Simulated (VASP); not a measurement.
A run of VASP 6.6.1 is set up as follows.

Contents of INCAR:

```
SYSTEM = C
PREC = Accurate ; ENCUT = 600
EDIFF = 1E-7 ; ISMEAR = 0
SIGMA = 0.03 ; LREAL = .FALSE.
LASPH = .TRUE. ; NELM = 80
ALGO = Normal ; ISIF = 2
LWAVE = .FALSE. ; LCHARG = .FALSE.
GGA = PE ; IVDW = 12
IBRION = 2 ; NSW = 40
EDIFFG = -0.01
```

The input KPOINTS:

```
regular mesh
0
G
  14 14 14
  0 0 0
```

The input POSCAR:

```
C                                       
1.0
    0.0000000000      1.7544108504      1.7544108504
    1.7544108504      0.0000000000      1.7544108504
    1.7544108504      1.7544108504      0.0000000000
  C             
     2
Direct
     0.0000000000000000    0.0000000000000000    0.0000000000000000
     0.2500000000000000    0.2500000000000000    0.2500000000000000
```

Potentials or basis: VASP PAW PBE potentials, release 64 (C).

The run is started by

```console
$ cat potpaw_PBE.64/C/POTCAR > POTCAR
$ mpirun -np 1 vasp_std > vasp.out
```

(1) What does it give for the band gap on the k mesh?

(2) Predict the dispersion energy per atom.

Results:

(1) 4.24 eV, indirect (least direct gap 5.73 eV).

(2) -0.201 eV.

Caveat: the relaxation stopped at its first step, so nothing moved.
